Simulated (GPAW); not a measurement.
# CdTe (F-43m) in GPAW: settings compared

The runs below take CdTe through dielectric tensor, with RPBE, LDA, AM05.

Everything below comes from runs of GPAW 26.7.0. Logs are shortened: lines on timing, memory, paths and dates and some standing lists are left out, and cuts for length are marked. The log counts tension as positive stress, the text compression.

**Measured values to compare with.**

A printed reference work, data compilation reports, for a bulk crystal of CdTe at 0 K: band gap 1.607 eV.

The results are compared with them further down.

### 1 The crystal as given

It takes space group F-43m (No. 216, cubic). The conventional cell has a = 6.410 Å, b = 6.410 Å, c = 6.410 Å, α = 90.00°, β = 90.00°, γ = 90.00°. Around Te (site symmetry -43m) lie 4 Cd at 2.78 Å. Cd (site symmetry -43m) has 4 Te at 2.78 Å as nearest neighbours.

### 2 Dielectric tensor, RPBE

File run.py:

```python
import numpy as np
from ase.dft.bandgap import bandgap
from ase.io import read, write
from gpaw import GPAW, PW
from gpaw.response.df import DielectricFunction

atoms = read('CdTe.xyz')

calc = GPAW(mode=PW(450),
            xc='RPBE',
            kpts={'size': (6, 6, 6), 'gamma': True},
            occupations={'name': 'fermi-dirac', 'width': 0.001},
            nbands=18,
            convergence={'density': 1e-06},
            maxiter=150,
            txt='gpaw.txt')
atoms.calc = calc
energy = atoms.get_potential_energy()
calc.write('gs.gpw')
write('result.traj', atoms)
print(f'Energy: {energy:.6f} eV')
print('Fermi level:', round(calc.get_fermi_level(), 4), 'eV')
print(f'Gap: {bandgap(calc)[0]:.4f} eV, direct: {bandgap(calc, direct=True)[0]:.4f} eV')

for size in [(18, 18, 18)]:
    name = 'x'.join(str(n) for n in size)
    dense = calc.fixed_density(kpts={'size': size, 'gamma': True},
                               nbands=35, convergence={'bands': 29, 'eigenstates': 1e-7},
                               update_fermi_level=True, txt=f'dense-{name}.txt')
    dense.write(f'{name}.gpw', mode='all')
    df = DielectricFunction(f'{name}.gpw', frequencies=np.array([0.0]), hilbert=False, eta=0.001,
                            ecut=80, nbands=29, intraband=False, txt=f'df-{name}.txt')
    for xc in ['RPA']:
        for direction in ['x', 'y', 'z', [0, 1, 1], [1, 0, 1], [1, 1, 0]]:
            e0, e = df.get_macroscopic_dielectric_constant(xc=xc, direction=direction)
            print(f'{name} {xc} {direction}: {e0:.4f} without, {e:.4f} with local fields')
```

File CdTe.xyz:

```xyz
2
Lattice="0.0000000000 3.2050000000 3.2050000000 3.2050000000 0.0000000000 3.2050000000 3.2050000000 3.2050000000 0.0000000000" Properties=species:S:1:pos:R:3 pbc="T T T"
Te     4.8075000000      4.8075000000      4.8075000000
Cd     0.0000000000      0.0000000000      0.0000000000
```

Potentials or basis: the program's PAW data sets (release 1.2.1) made for this functional, pw.

Run with:

```console
$ OMP_NUM_THREADS=1 python run.py
```

gpaw.txt:

```text
__  _  _
 | _ |_)|_||  |
 |__||  | ||/\| - 26.7.0

Input parameters:
  mode=PW(ecut=450.00000000000006),
  convergence={'density': 1e-06},
  kpts=MonkhorstPack(size=(6, 6, 6), gamma=True),
  maxiter=150,
  nbands=18,
  occupations=Occupations(name='fermi-dirac', width=0.001),
  xc=XC(name='RPBE')

Diagonalizing LCAO Hamiltonian
Converting LCAO to pw mode

                      Te

       Cd

Atoms  # Å, Bohr magnetons
|   | symbol |        x |        y |        z |    initial magnetic moments |
|---|--------|----------|----------|----------|-----------------------------|
| 0 |     Te | 4.807500 | 4.807500 | 4.807500 | ( 0.0000,  0.0000,  0.0000) |
| 1 |     Cd | 0.000000 | 0.000000 | 0.000000 | ( 0.0000,  0.0000,  0.0000) |

Unit cell  # Å
| periodic |        x |        y |        z |  lengths |    angles |
|----------|----------|----------|----------|----------|-----------|
|      yes | 0.000000 | 3.205000 | 3.205000 | 4.532554 | 60.000000 |
|      yes | 3.205000 | 0.000000 | 3.205000 | 4.532554 | 60.000000 |
|      yes | 3.205000 | 3.205000 | 0.000000 | 4.532554 | 60.000000 |

Number of symmetries: 24
Symmetry operations  # r_c * U_cc + t_c -> r_c
|    | kind |            matrix            |
|----|------|------------------------------|
|  0 |  E   |  1, 0, 0,  0, 1, 0,  0, 0, 1 |
|  1 |  σ   |  1, 0, 0,  0, 0, 1,  0, 1, 0 |
|  2 |  σ   |  1, 0,-1,  0, 1,-1,  0, 0,-1 |
|  3 |  C3  |  1, 0,-1,  0, 0,-1,  0, 1,-1 |
|  4 |  C3  |  1,-1, 0,  0,-1, 1,  0,-1, 0 |
|  5 |  σ   |  1,-1, 0,  0,-1, 0,  0,-1, 1 |
|  6 |  σ   |  0, 1, 0,  1, 0, 0,  0, 0, 1 |
|  7 |  C3  |  0, 1, 0,  0, 0, 1,  1, 0, 0 |
|  8 |  C2  |  0, 1,-1,  1, 0,-1,  0, 0,-1 |
|  9 |  S4  |  0, 1,-1,  0, 0,-1,  1, 0,-1 |
| 10 |  C3  |  0, 0, 1,  1, 0, 0,  0, 1, 0 |
| 11 |  σ   |  0, 0, 1,  0, 1, 0,  1, 0, 0 |
| 12 |  S4  |  0, 0,-1,  1, 0,-1,  0, 1,-1 |
| 13 |  C3  |  0, 0,-1,  0, 1,-1,  1, 0,-1 |
| 14 |  S4  |  0,-1, 1,  1,-1, 0,  0,-1, 0 |
| 15 |  C2  |  0,-1, 1,  0,-1, 0,  1,-1, 0 |
| 16 |  C3  |  0,-1, 0,  1,-1, 0,  0,-1, 1 |
| 17 |  S4  |  0,-1, 0,  0,-1, 1,  1,-1, 0 |
| 18 |  S4  | -1, 1, 0, -1, 0, 1, -1, 0, 0 |
| 19 |  C3  | -1, 1, 0, -1, 0, 0, -1, 0, 1 |
| 20 |  C3  | -1, 0, 1, -1, 1, 0, -1, 0, 0 |
| 21 |  S4  | -1, 0, 1, -1, 0, 0, -1, 1, 0 |
| 22 |  σ   | -1, 0, 0, -1, 1, 0, -1, 0, 1 |
| 23 |  C2  | -1, 0, 0, -1, 0, 1, -1, 1, 0 |

BZ-sampling:
  Number of BZ points: 216
  Number of IBZ points: 16

  Monkhorst-Pack size: [6, 6, 6]
  Monkhorst-Pack shift: [0.08333333333333333, 0.08333333333333333, 0.08333333333333333]

K-points  # in reciprocal-cell coordinates
|     |                                coordinates |     weight |
|-----|--------------------------------------------|------------|
|   0 | (  0.00000000,   0.00000000,   0.00000000) | 0.00462963 |
|   1 | (  0.16666667,   0.16666667,   0.00000000) | 0.02777778 |
|   2 | (  0.16666667,   0.16666667,   0.16666667) | 0.03703704 |
|   3 | (  0.33333333,   0.16666667,   0.16666667) | 0.05555556 |
|   4 | (  0.33333333,   0.33333333,  -0.33333333) | 0.05555556 |
|   5 | (  0.33333333,   0.33333333,   0.00000000) | 0.02777778 |
|   6 | (  0.33333333,   0.33333333,   0.16666667) | 0.11111111 |
|   7 | (  0.33333333,   0.33333333,   0.33333333) | 0.03703704 |
|   8 | (  0.50000000,   0.33333333,  -0.33333333) | 0.11111111 |
|   9 | (  0.50000000,   0.33333333,  -0.16666667) | 0.05555556 |
| ... |                                            |            |
|  15 | (  0.50000000,   0.50000000,   0.50000000) | 0.01851852 |

Plane wave coefficients: 1458
Cutoff: 450.00000000000006 eV

Spin-components: 1 (collinear spins)
Bands:           18
Projectors:      11
Spin-degeneracy: 2
Datatype:        complex128

Parallelization:
  kpt:    1
  domain: 1
  band:   1

Density:
  Valence electrons: 18.0
  Components: 1
  Grid points: [24 24 24]
  Charge: 0.0  # |e|

Potential:
  Grid points: [24 24 24]

species:
  Te:
    name:    Tellurium
    Z:       52.0
    valence: 6
    core:    46
    charge:  0.0  # [|e|]
    compensation charges:
      type: gauss
      rc: 0.36  # [Å]
      lmax: 2
    cutoffs:
      filter: 2.09  # [Å]
      core: 3.17  # [Å]
    projectors
    | kind |    occ | energy [eV] | rcut [Å] |
    |------|--------|-------------|----------|
    |   5s |  2.000 |     -15.026 |    1.180 |
    |   5p |  4.000 |      -5.917 |    1.196 |
    |    s |        |      12.185 |    1.180 |
    |    p |        |      21.294 |    1.196 |
    |    d |        |       0.000 |    1.238 |

    Using partial waves for Te as LCAO basis

  Cd:
    name:    Cadmium
    Z:       48.0
    valence: 12
    core:    36
    charge:  0.0  # [|e|]
    compensation charges:
      type: gauss
      rc: 0.38  # [Å]
      lmax: 2
    cutoffs:
      filter: 2.12  # [Å]
      core: 2.62  # [Å]
    projectors
    | kind |    occ | energy [eV] | rcut [Å] |
    |------|--------|-------------|----------|
    |   5s |  2.000 |      -5.542 |    1.191 |
    |   5p |  0.000 |      -1.167 |    1.228 |
    |   4d | 10.000 |     -11.705 |    1.164 |
    |    s |        |      21.670 |    1.191 |
    |    p |        |      26.044 |    1.228 |
    |    d |        |      15.507 |    1.164 |

    Using partial waves for Cd as LCAO basis

Reference energy: -336981.643095  # eV

eigensolver:
  PPCG
  Converge bands: occupied
  niter=2

density mixing:
  MSR1-Mixer
  Pratt-step length: 0.05
  Maximum mixing coefficient: 0.75
  Old densities: 10
  SVD Regularization: 0.005
  Good broyden scale: 1.0
  Trust region scale: 1.0
  Backstep threshold: 4.0
  History deletion threshold: 6.0
  Fourier metric: weight=20.0, sigma=0.015

occupation numbers:
  Fermi-Dirac:
    width: 0.0010  # eV

poisson solver:
  ecut: 3600.0000000000005  # eV

xc functional:
  name: RPBE with 2 nearest neighbor stencil

convergence criteria:
- Maximum integral of absolute [dens]ity change: 1e-06 electrons / valence electron
- Maximum [total energy] change in last 3 cyles: 0.0005 eV / valence electron
- Maximum integral of absolute [eigenst]ate change: 4e-08 eV^2 / valence electron
maximum number of iterations: 150

SCF iterations
|iter     | |      energy | eigst |  dens |
|---------|-|-------------|-------|-------|
|iter:   1| |   -4.479837 | -0.45 |       |
|iter:   2| |   -4.435226 | -2.38 | -1.24 |
|iter:   3| |   -4.267671 | -1.76 | -1.28 |
|iter:   4| |   -4.269220 | -3.29 | -1.78 |
|iter:   5| |   -4.269439c| -3.83 | -2.22 |
|iter:   6| |   -4.269526c| -5.31 | -2.91 |
|iter:   7| |   -4.269535c| -6.29 | -3.47 |
|iter:   8| |   -4.269536c| -7.56c| -4.45 |
|iter:   9| |   -4.269536c| -7.69c| -4.97 |
|iter:  10| |   -4.269536c| -8.28c| -5.57 |
|iter:  11| |   -4.269536c| -8.96c| -6.16c|

Converged in 11 steps
Energy contributions relative to reference atoms: (reference = -336981.643095)

Energy contributions:
  Kinetic:          24.905094
  Coulomb:         -22.437964
  Zero:              0.307136
  External:          0.000000
  Xc:               -7.043802
  Entropy:          -0.000000
  Spinorbit:         0.000000
  ----------------------------
  Free energy:      -4.269536
  Extrapolated:     -4.269536

dipole moment: (-16.474538, -16.474538, -16.474538)  # |e|*Ang

Fermi level: 4.578
Eigenvalues  # (at kpt = [0.000, 0.000, 0.000])
| band index |      eig [eV] | occ [0-2] |
|------------|---------------|-----------|
|          0 |        -7.108 |     2.000 |
|          1 |        -4.165 |     2.000 |
|          2 |        -4.165 |     2.000 |
|          3 |        -4.165 |     2.000 |
|          4 |        -3.880 |     2.000 |
|          5 |        -3.880 |     2.000 |
[... 10 lines left out ...]
|         16 |        14.458 |     0.000 |
|         17 |        14.458 |     0.000 |

Gap: 1.021 eV
Transition (v -> c):
  (s=0, k=0, n=8, [0.00, 0.00, 0.00]) -> (s=0, k=0, n=9, [0.00, 0.00, 0.00])
No difference between direct/indirect transitions
# Writing to gs.gpw (mode='')
```

stdout:

```text
Energy: -4.269536 eV
Fermi level: 4.5785 eV
Gap: 1.0206 eV, direct: 1.0206 eV
18x18x18 RPA x: 8.3326 without, 7.3801 with local fields
18x18x18 RPA y: 8.3326 without, 7.3801 with local fields
18x18x18 RPA z: 8.3326 without, 7.3801 with local fields
18x18x18 RPA [0, 1, 1]: 8.3326 without, 7.3801 with local fields
18x18x18 RPA [1, 0, 1]: 8.3326 without, 7.3801 with local fields
18x18x18 RPA [1, 1, 0]: 8.3326 without, 7.3801 with local fields
```

Wall time 8.1 min (1 thread of Intel Xeon at 2.50GHz (Skylake/Cascade Lake), shared host); peak memory 0.52 GiB.

Results:

```
Free energy                             : -4.2695 eV
Band gap on the k mesh                  : 1.02 eV, direct
Electronic dielectric tensor (diagonal) : 7.38
```

Electronic dielectric tensor:
```
7.38 0.00 0.00
0.00 7.38 0.00
0.00 0.00 7.38
```

Caveat: the long-wavelength limit can be off by several per cent where d states take part; spin-orbit coupling is left out, which moves the levels of the heavy elements.

### 3 Dielectric tensor, LDA

run.py: that of step 2 with these lines changed.

```diff
@@ -9,3 +9,3 @@
 calc = GPAW(mode=PW(450),
-            xc='RPBE',
+            xc='LDA',
             kpts={'size': (6, 6, 6), 'gamma': True},
```

CdTe.xyz is that of step 2.

Potentials or basis: the program's PAW data sets (release 1.2.1) made for this functional, pw.

Run with:

```console
$ OMP_NUM_THREADS=1 python run.py
```

gpaw.txt:

```text
__  _  _
 | _ |_)|_||  |
 |__||  | ||/\| - 26.7.0

Input parameters:
  mode=PW(ecut=450.00000000000006),
  convergence={'density': 1e-06},
  kpts=MonkhorstPack(size=(6, 6, 6), gamma=True),
  maxiter=150,
  nbands=18,
  occupations=Occupations(name='fermi-dirac', width=0.001),
  xc=XC(name='LDA')

Diagonalizing LCAO Hamiltonian
Converting LCAO to pw mode

                      Te

       Cd

Atoms  # Å, Bohr magnetons
|   | symbol |        x |        y |        z |    initial magnetic moments |
|---|--------|----------|----------|----------|-----------------------------|
| 0 |     Te | 4.807500 | 4.807500 | 4.807500 | ( 0.0000,  0.0000,  0.0000) |
| 1 |     Cd | 0.000000 | 0.000000 | 0.000000 | ( 0.0000,  0.0000,  0.0000) |

Unit cell  # Å
| periodic |        x |        y |        z |  lengths |    angles |
|----------|----------|----------|----------|----------|-----------|
|      yes | 0.000000 | 3.205000 | 3.205000 | 4.532554 | 60.000000 |
|      yes | 3.205000 | 0.000000 | 3.205000 | 4.532554 | 60.000000 |
|      yes | 3.205000 | 3.205000 | 0.000000 | 4.532554 | 60.000000 |

Number of symmetries: 24
Symmetry operations  # r_c * U_cc + t_c -> r_c
|    | kind |            matrix            |
|----|------|------------------------------|
|  0 |  E   |  1, 0, 0,  0, 1, 0,  0, 0, 1 |
|  1 |  σ   |  1, 0, 0,  0, 0, 1,  0, 1, 0 |
|  2 |  σ   |  1, 0,-1,  0, 1,-1,  0, 0,-1 |
|  3 |  C3  |  1, 0,-1,  0, 0,-1,  0, 1,-1 |
|  4 |  C3  |  1,-1, 0,  0,-1, 1,  0,-1, 0 |
|  5 |  σ   |  1,-1, 0,  0,-1, 0,  0,-1, 1 |
|  6 |  σ   |  0, 1, 0,  1, 0, 0,  0, 0, 1 |
|  7 |  C3  |  0, 1, 0,  0, 0, 1,  1, 0, 0 |
|  8 |  C2  |  0, 1,-1,  1, 0,-1,  0, 0,-1 |
|  9 |  S4  |  0, 1,-1,  0, 0,-1,  1, 0,-1 |
| 10 |  C3  |  0, 0, 1,  1, 0, 0,  0, 1, 0 |
| 11 |  σ   |  0, 0, 1,  0, 1, 0,  1, 0, 0 |
| 12 |  S4  |  0, 0,-1,  1, 0,-1,  0, 1,-1 |
| 13 |  C3  |  0, 0,-1,  0, 1,-1,  1, 0,-1 |
| 14 |  S4  |  0,-1, 1,  1,-1, 0,  0,-1, 0 |
| 15 |  C2  |  0,-1, 1,  0,-1, 0,  1,-1, 0 |
| 16 |  C3  |  0,-1, 0,  1,-1, 0,  0,-1, 1 |
| 17 |  S4  |  0,-1, 0,  0,-1, 1,  1,-1, 0 |
| 18 |  S4  | -1, 1, 0, -1, 0, 1, -1, 0, 0 |
| 19 |  C3  | -1, 1, 0, -1, 0, 0, -1, 0, 1 |
| 20 |  C3  | -1, 0, 1, -1, 1, 0, -1, 0, 0 |
| 21 |  S4  | -1, 0, 1, -1, 0, 0, -1, 1, 0 |
| 22 |  σ   | -1, 0, 0, -1, 1, 0, -1, 0, 1 |
| 23 |  C2  | -1, 0, 0, -1, 0, 1, -1, 1, 0 |

BZ-sampling:
  Number of BZ points: 216
  Number of IBZ points: 16

  Monkhorst-Pack size: [6, 6, 6]
[... 58 lines left out ...]
    |   5s |  2.000 |     -15.337 |    1.180 |
    |   5p |  4.000 |      -6.113 |    1.196 |
    |    s |        |      11.875 |    1.180 |
    |    p |        |      21.098 |    1.196 |
    |    d |        |       0.000 |    1.238 |

    Using partial waves for Te as LCAO basis

  Cd:
    name:    Cadmium
    Z:       48.0
    valence: 12
    core:    36
    charge:  0.0  # [|e|]
    compensation charges:
      type: gauss
      rc: 0.38  # [Å]
      lmax: 2
    cutoffs:
      filter: 2.12  # [Å]
      core: 2.62  # [Å]
    projectors
    | kind |    occ | energy [eV] | rcut [Å] |
    |------|--------|-------------|----------|
    |   5s |  2.000 |      -5.950 |    1.191 |
    |   5p |  0.000 |      -1.328 |    1.228 |
    |   4d | 10.000 |     -11.904 |    1.164 |
    |    s |        |      21.261 |    1.191 |
    |    p |        |      25.883 |    1.228 |
    |    d |        |      15.307 |    1.164 |

    Using partial waves for Cd as LCAO basis

Reference energy: -336673.462795  # eV

eigensolver:
  PPCG
  Converge bands: occupied
  niter=2

density mixing:
  MSR1-Mixer
  Pratt-step length: 0.05
  Maximum mixing coefficient: 0.75
  Old densities: 10
  SVD Regularization: 0.005
  Good broyden scale: 1.0
  Trust region scale: 1.0
  Backstep threshold: 4.0
  History deletion threshold: 6.0
  Fourier metric: weight=20.0, sigma=0.015

occupation numbers:
  Fermi-Dirac:
    width: 0.0010  # eV

poisson solver:
  ecut: 3600.0000000000005  # eV

xc functional:
  name: None

convergence criteria:
- Maximum integral of absolute [dens]ity change: 1e-06 electrons / valence electron
- Maximum [total energy] change in last 3 cyles: 0.0005 eV / valence electron
- Maximum integral of absolute [eigenst]ate change: 4e-08 eV^2 / valence electron
maximum number of iterations: 150

SCF iterations
|iter     | |      energy | eigst |  dens |
|---------|-|-------------|-------|-------|
|iter:   1| |   -6.525592 | -0.39 |       |
|iter:   2| |   -6.481256 | -2.39 | -1.28 |
|iter:   3| |   -6.303043 | -1.78 | -1.32 |
|iter:   4| |   -6.297905 | -3.50 | -1.80 |
|iter:   5| |   -6.296825c| -3.87 | -2.27 |
|iter:   6| |   -6.296821c| -5.64 | -3.02 |
|iter:   7| |   -6.296821c| -7.09 | -3.61 |
|iter:   8| |   -6.296821c| -7.73c| -4.47 |
|iter:   9| |   -6.296821c| -8.38c| -5.52 |
|iter:  10| |   -6.296821c| -8.80c| -6.05c|

Converged in 10 steps
Energy contributions relative to reference atoms: (reference = -336673.462795)

Energy contributions:
  Kinetic:          17.527912
  Coulomb:         -15.920484
  Zero:              0.243789
  External:          0.000000
  Xc:               -8.148038
  Entropy:          -0.000000
  Spinorbit:         0.000000
  ----------------------------
  Free energy:      -6.296821
  Extrapolated:     -6.296821

dipole moment: (-16.657092, -16.657092, -16.657092)  # |e|*Ang

Fermi level: 4.046
Eigenvalues  # (at kpt = [0.000, 0.000, 0.000])
| band index |      eig [eV] | occ [0-2] |
|------------|---------------|-----------|
|          0 |        -7.681 |     2.000 |
|          1 |        -4.573 |     2.000 |
|          2 |        -4.573 |     2.000 |
|          3 |        -4.573 |     2.000 |
|          4 |        -4.280 |     2.000 |
|          5 |        -4.280 |     2.000 |
[... 10 lines left out ...]
|         16 |        13.731 |     0.000 |
|         17 |        13.731 |     0.000 |

Gap: 0.608 eV
Transition (v -> c):
  (s=0, k=0, n=8, [0.00, 0.00, 0.00]) -> (s=0, k=0, n=9, [0.00, 0.00, 0.00])
No difference between direct/indirect transitions
# Writing to gs.gpw (mode='')
```

df-18x18x18.txt:

```text
FrequencyGridDescriptor(from 0.000 to 0.000 eV, 1 points)
FrequencyGridDescriptor(from 0.000 to 0.000 eV, 1 points)

Calculating chi0 body with:
    Ground state adapter containing:
    Number of spins: 1
    Number of kpoints: 5832
    Number of irreducible kpoints: 195
    Number of completely occupied states: 9
    Number of partially occupied states: 9

    Linear response parametrization:
    q_c: [0.0, 0.0, 0.0]
    Number of frequency points: 1
    Planewave cutoff: 80.0
    Number of bands: 29
    Number of planewaves: 113
    Broadening (eta): 0.001

Integrating chi0 body.

Symmetries of q_c:
    Direct symmetries (Uq -> q): 24
    Indirect symmetries (TUq -> q): 24
In total 48 allowed symmetries.

Integral kind: response function

Calculating chi0 optical extensions with:
    Ground state adapter containing:
    Number of spins: 1
    Number of kpoints: 5832
    Number of irreducible kpoints: 195
    Number of completely occupied states: 9
    Number of partially occupied states: 9

    Linear response parametrization:
    Number of frequency points: 1
    Planewave cutoff: 80.0
    Number of bands: 29
    Number of planewaves: 113
    Broadening (eta): 0.001
Integrating chi0 head and wings.

Symmetries of q_c:
    Direct symmetries (Uq -> q): 24
    Indirect symmetries (TUq -> q): 24
In total 48 allowed symmetries.

Integral kind: response function wings

Finished calculating chi0
```

Run time: 8.2 min. Hardware: 1 thread of Intel Xeon at 2.50GHz (Skylake/Cascade Lake), shared host; peak memory 0.52 GiB.

What came out:

* Free energy: -6.2968 eV
* Band gap on the k mesh: 0.61 eV, direct
* Electronic dielectric tensor (diagonal): 8.85

Electronic dielectric tensor:
```
8.85 0.00 0.00
0.00 8.85 0.00
0.00 0.00 8.85
```

Caveat: the gap is small at this level, which inflates the dielectric constant; the long-wavelength limit can be off by several per cent where d states take part; spin-orbit coupling is left out, which moves the levels of the heavy elements.

(Part 1 of 2 ends here.)
